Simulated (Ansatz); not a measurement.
## Could BP exist in this structure?

Plane-wave DFT in Ansatz with scalar-relativistic PAW potentials. The crystal relaxes under PBE to F-43m with a = 4.548 Å, 11.76 Å³/atom. No spin polarisation.

```cif
data_structure
_symmetry_space_group_name_H-M 'P 1'
_symmetry_Int_Tables_number 1
_cell_length_a 3.2161
_cell_length_b 3.2161
_cell_length_c 3.2161
_cell_angle_alpha 60.000
_cell_angle_beta 60.000
_cell_angle_gamma 60.000
_cell_volume 23.52
loop_
_atom_site_label
_atom_site_type_symbol
_atom_site_fract_x
_atom_site_fract_y
_atom_site_fract_z
_atom_site_occupancy
B1 B 0.00000 0.00000 0.00000 1
P1 P 0.75000 0.75000 0.75000 1
```

Question: Test it against the elements, against displacements at the zone centre and against strain.

Answer:
- Energy over the elements: -0.429 eV/atom (PBE, standard states in the same functional, gases uncorrected)
- Optical modes at Γ: all 3 real, at 800 cm⁻¹ (PBE, without the LO-TO term)
- Least eigenvalue of the elastic tensor: 184 GPa (PBE)

It passes all three tests. So it is a local minimum against everything tried and bound against the elements. Modes at other wave vectors, other structures and decomposition into other compounds weren't tested here.